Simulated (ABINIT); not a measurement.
# Sb (P2_1/m) in ABINIT: notebook

Runs on Sb. Level: PBEsol. Tasks: single point.

Program: ABINIT 10.8.3 (patched build). These are calculated values, not measurements. Logs are shortened: lines on timing, memory, paths and dates and some standing lists are left out, and cuts for length are marked. The log counts tension as positive stress, the text compression.

### 1 The cell of the first run

The structure is monoclinic, space group P2_1/m (No. 11). Conventional cell: a = 3.122 Å, b = 4.348 Å, c = 4.406 Å, α = 90.00°, β = 90.51°, γ = 90.00°. Around Sb (site symmetry m) lie 6 Sb at 3.04 to 3.15 Å.

This isn't the form of Sb at room conditions, which is rhombohedral.

### 2 Single point, PBEsol, 29.90 Å³/atom (uniaxial strain of 0 %)

Input file run.abi:

```
# Pseudopotentials
pp_dirpath "./"
pseudos "Sb.GGA_PBE-JTH.xml"

# Structure
acell 3.122402 4.347518 4.4060238564 Angstrom
rprim
     1.0000000000     0.0000000000     0.0000000000
     0.0000000000     1.0000000000     0.0000000000
    -0.0088322263     0.0000000000     0.9999609951
ntypat 1
znucl 51
natom 2
typat 1 1
xred
     0.0113890000     0.2500000000     0.2411660000
     0.9886110000     0.7500000000     0.7588340000
chkprim 0
chksymtnons 0
tolsym 1.0e-6

# Plane-wave basis
ecut 16.0
pawecutdg 32.0
pawxcdev 0

# k points
kptopt 1
ngkpt 9 6 6
nshiftk 1
shiftk 0.0 0.0 0.0

# Exchange and correlation
ixc -116133

# Bands and occupations
nband 19
occopt 3
tsmear 0.05 eV

# SCF cycle
nstep 100
tolvrs 1.0e-9

# Output
iomode 3
prtwf 0
prtden 0
prteig 0
prtebands 0
enunit 1
```

Potentials or basis: JTH PAW PBE v2.0.

Command:

```bash
$ abinit run.abi > log 2>&1
```

run.abo:

```text
.Version 10.8.3 of ABINIT
 Symmetries : space group P2_1/m (# 11); Bravais mP (primitive monocl.)
================================================================================
 Values of the parameters that define the memory need of the present run
     intxc =       0    ionmov =       0      iscf =      17    lmnmax =      18
     lnmax =       6     mgfft =      30  mpssoang =       3    mqgrid =    3001
     natom =       2  nloc_mem =       2    nspden =       1   nspinor =       1
    nsppol =       1      nsym =       4    n1xccc =       1    ntypat =       1
    occopt =       3   xclevel =       2
       mpw =        1253          nfft =       21600          nkpt =         112
 PAW method is used; the additional fine FFT grid is defined by:
   mgfftf=        45    nfftf =     64800
================================================================================
================================================================================

--------------------------------------------------------------------------------
------------- Echo of variables that govern the present computation ------------
--------------------------------------------------------------------------------
 -outvars: echo values of preprocessed input variables --------
            acell      5.9004846350E+00  8.2156183475E+00  8.3261783928E+00 Bohr
              amu      1.21753000E+02
          chkprim           0
      chksymtnons           0
             ecut      1.60000000E+01 Hartree
           enunit           1
                       outvar_i_n : Printing only first  50 k-points.
              ixc     -116133
                       outvar_i_n : Printing only first  50 k-points.
         kptrlatt        9    0    0      0    6    0      0    0    6
          kptrlen      4.92937101E+01
            natom           2
            nband          19
            ngfft          24      30      30
          ngfftdg          32      45      45
             nkpt         112
            nstep         100
             nsym           4
           ntypat           1
                       prtocc : prtvol=0, do not print more k-points.
           occopt           3
        pawecutdg      3.20000000E+01 Hartree
         pawxcdev           0
           prtden           0
        prtebands           0
           prteig           0
            prtwf           0
            rprim      1.0000000000E+00  0.0000000000E+00  0.0000000000E+00
                       0.0000000000E+00  1.0000000000E+00  0.0000000000E+00
                      -8.8322263000E-03  0.0000000000E+00  9.9996099510E-01
          spgroup          11
           tolsym      1.00000000E-06
           tolvrs      1.00000000E-09
           tsmear      1.83746611E-03 Hartree
            typat      1  1
           useylm           1
                       outvars : Printing only first  50 k-points.
           xangst      2.6176061540E-02  1.0868795000E+00  1.0625417034E+00
                       3.0573109387E+00  3.2606385000E+00  3.3433102965E+00
            xcart      4.9465587366E-02  2.0539045869E+00  2.0079128168E+00
                       5.7774803558E+00  6.1617137606E+00  6.3179408143E+00
             xred      1.1389000000E-02  2.5000000000E-01  2.4116600000E-01
[... 118 lines left out ...]
    2      -0.003345987040      0.000000000000      0.005466206146

 cartesian coordinates (angstrom) at end:
    1      0.02617606154035     1.08687950000000     1.06254170340308
    2      3.05731093867673     3.26063850000000     3.34331029647700

 cartesian forces (hartree/bohr) at end:
    1     -0.00056706986749     0.00000000000000     0.00065152533429
    2      0.00056706986749    -0.00000000000000    -0.00065152533429
 frms,max,avg= 4.9868276E-04 6.5152533E-04   0.000E+00  0.000E+00  0.000E+00 h/b

 cartesian forces (eV/Angstrom) at end:
    1     -0.02915990500957     0.00000000000000     0.03350277972529
    2      0.02915990500957    -0.00000000000000    -0.03350277972529
 frms,max,avg= 2.5643299E-02 3.3502780E-02   0.000E+00  0.000E+00  0.000E+00 e/A
 length scales=  5.900484634987  8.215618347454  8.326178392812 bohr
              =  3.122402000000  4.347518000000  4.406023856400 angstroms
 Fermi (or HOMO) energy (eV) =   6.69435   Average Vxc (eV)=  -9.42699
 Eigenvalues (   eV  ) for nkpt= 112  k points:
 kpt#   1, nband= 19, wtk=  0.00309, kpt=  0.0000  0.0000  0.0000 (reduced coord)
 -22.51718  -22.50844  -22.44160  -22.42114  -22.38211  -22.38077  -22.33990  -22.33901
 -22.33699  -22.26007   -5.82128   -0.75453    3.00089    3.13339    8.66788    9.65617
   9.88219   10.01211   13.38205
 prteigrs : prtvol=0 or 1, do not print more k-points.

--- !EnergyTerms
iteration_state     : {dtset: 1, }
comment             : Components of total free energy in Hartree
kinetic             :  8.23898843700993E+00
hartree             :  4.69605944400526E+01
xc                  : -4.68152705861131E+00
Ewald energy        : -1.08799497544696E+02
psp_core            :  3.80336519723148E+00
local_psp           : -1.42393721207829E+02
PAW spherical_terms :  3.16483147348172E+01
internal            : -1.65223483002024E+02
'-kT*entropy'       : -4.76422637028370E-04
total_energy        : -1.65223959424661E+02
total_energy_eV     : -4.49597297699475E+03
...

--- !EnergyTermsDC
iteration_state     : {dtset: 1, }
comment             : '"Double-counting" decomposition of free energy'
band_energy         : -1.59430133052425E+01
Ewald energy        : -1.08799497544696E+02
psp_core            :  3.80336519723148E+00
xc_dc               : -4.63046879546803E+01
PAW spherical_terms :  2.02035614384042E+00
internal            : -1.65223477463547E+02
'-kT*entropy'       : -4.76422637028370E-04
total_energy_dc     : -1.65223953886184E+02
total_energy_dc_eV  : -4.49597282628510E+03
...

--- !EnergyTermsWithPAWCore
iteration_state     : {dtset: 1, }
comment             : 'Components of total free energy, including PAW core contributions'
Total energy        : -1.29576059212936E+04
Total energy DC     : -1.29576059157551E+04
Total energy (eV)   : -3.52594419547531E+05
Total energy DC (eV): -3.52594419396822E+05
...

 Cartesian components of stress tensor (hartree/bohr^3)
  sigma(1 1)=  6.74455273E-05  sigma(3 2)=  0.00000000E+00
  sigma(2 2)=  8.76789237E-05  sigma(3 1)= -2.71316726E-06
  sigma(3 3)=  7.89638461E-05  sigma(2 1)=  0.00000000E+00

-Cartesian components of stress tensor (GPa)         [Pressure= -2.2957E+00 GPa]
- sigma(1 1)=  1.98431592E+00  sigma(3 2)=  0.00000000E+00
- sigma(2 2)=  2.57960300E+00  sigma(3 1)= -7.98241368E-02
- sigma(3 3)=  2.32319656E+00  sigma(2 1)=  0.00000000E+00

== END DATASET(S) ==============================================================
================================================================================

 -outvars: echo values of variables after computation  --------
            acell      5.9004846350E+00  8.2156183475E+00  8.3261783928E+00 Bohr
           etotal     -1.6522395389E+02
            fcart     -5.6706986749E-04  8.2480262489E-22  6.5152533429E-04
                       5.6706986749E-04 -8.2480262489E-22 -6.5152533429E-04
            rprim      1.0000000000E+00  0.0000000000E+00  0.0000000000E+00
                       0.0000000000E+00  1.0000000000E+00  0.0000000000E+00
                      -8.8322263000E-03  0.0000000000E+00  9.9996099510E-01
           strten      6.7445527322E-05  8.7678923679E-05  7.8963846093E-05
                       0.0000000000E+00 -2.7131672642E-06  0.0000000000E+00
           xangst      2.6176061540E-02  1.0868795000E+00  1.0625417034E+00
                       3.0573109387E+00  3.2606385000E+00  3.3433102965E+00
             xred      1.1389000000E-02  2.5000000000E-01  2.4116600000E-01
                       9.8861100000E-01  7.5000000000E-01  7.5883400000E-01
 Calculation completed.
```

Run time: 1.9 min. Hardware: 1 thread of Intel Xeon Platinum 8259CL at 2.50GHz (Skylake/Cascade Lake), shared host; peak memory 0.17 GiB.

What came out:

| Item | Value |
| --- | --- |
| Free energy | -4495.9728 eV |
| Pressure | -2.3 GPa |
| Largest force | 0.044 eV/Å |
| Band gap on the k mesh | none (metal or under the smearing width) |
| Valence electrons inside the program's atomic spheres | Sb 12.40 (radii [1.2705] Å) |

Caveat: the PAW data sets were made with another functional, which shifts forces and pressure a little.

### 3 Single point, PBEsol, 29.31 Å³/atom (uniaxial strain of -2 %)

run.abi: that of step 2 with these lines changed.

```diff
@@ -5,3 +5,3 @@
 # Structure
-acell 3.122402 4.347518 4.4060238564 Angstrom
+acell 3.122402 4.347518 4.3179103235 Angstrom
 rprim
@@ -9,3 +9,3 @@
      0.0000000000     1.0000000000     0.0000000000
-    -0.0088322263     0.0000000000     0.9999609951
+    -0.0090124614     0.0000000000     0.9999593869
 ntypat 1
```

Potentials or basis: JTH PAW PBE v2.0.

Command:

```bash
$ abinit run.abi > log 2>&1
```

Run time: 1.9 min. Hardware: 1 thread of Intel Xeon Platinum 8259CL at 2.50GHz (Skylake/Cascade Lake), shared host; peak memory 0.17 GiB.

Results (log left out):

- Free energy: -4495.9837 eV
- Pressure: -1.2 GPa
- Largest force: 0.066 eV/Å
- Band gap on the k mesh: none (metal or under the smearing width)
- Valence electrons inside the program's atomic spheres: Sb 12.41 (radii [1.2705] Å)

Caveat: the PAW data sets were made with another functional, which shifts forces and pressure a little.
